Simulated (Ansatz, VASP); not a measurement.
## Ta: VASP beside Ansatz

File INCAR:

```
  PREC = Accurate
  ENCUT = 520
  EDIFF = 1E-6
  ISMEAR = 0
  SIGMA = 0.15
  LREAL = F
  LASPH = T
  NELM = 80
  ALGO = Fast
  ISIF = 2
  LWAVE = F
  LCHARG = F
  GGA = PS
  NBANDS = 18
```

File KPOINTS:

```
Automatic mesh
0
Gamma
  21 21 10
```

Contents of POSCAR:

```
Ta
1.0
    3.0618276416      0.0000000000      0.0000000000
   -1.5309138208      2.6516205196      0.0000000000
    0.0000000000      0.0000000000      4.6357860716
Ta
2
Direct
    0.6666666667      0.3333333333      0.7500000000
    0.3333333333      0.6666666667      0.2500000000
```

Input for Ansatz:

```yaml
crystal:
  lattice:
    - [3.0618276416, 0.0, 0.0]
    - [-1.5309138208, 2.6516205196, 0.0]
    - [0.0, 0.0, 4.6357860716]
  atoms:
    - { symbol: Ta, position: [0.6666666667, 0.3333333333, 0.75] }
    - { symbol: Ta, position: [0.3333333333, 0.6666666667, 0.25] }
basis:
  ecutwfc: 420
kpoints:
  mp_grid: { grid: [21, 21, 10] }
hamiltonian:
  xc: pbesol
scf:
  occupations: { method: gaussian, width: 0.15 }
output:
  forces: true
  stress: true
  eigenvalues: true
```

Alike in both runs: task single point; functional PBEsol; k mesh 21 × 21 × 10; occupations gaussian, width 0.15 eV; no spin polarisation.

|  | VASP | Ansatz |
| --- | --- | --- |
| version | VASP 6.6.1 | Ansatz 0.2.0 |
| potentials or method | VASP PAW PBE potentials, release 64 (Ta_pv) | scalar-relativistic, plane waves, PAW |
| plane-wave cutoff (eV) | 520 | 420 |
| valence electrons in the cell | 22 | 26 |

|  | VASP | Ansatz | Ansatz less VASP |
| --- | --- | --- | --- |
| gap on the k mesh at the Fermi level (eV) | none | none | - |
| pressure (GPa) | -6.6 | -6.6 | -0.08 |
| largest component of the traceless stress (GPa) | 7.68 | 7.63 | -0.043 |

A gap of «none» marks a metal or a gap that the smearing closes. The two sets of potentials don't hold the same shells in valence.

Caveats: the PAW data sets were made with another functional, which shifts forces and pressure a little (VASP). Spin-orbit coupling is left out, which matters for the levels of Ta.
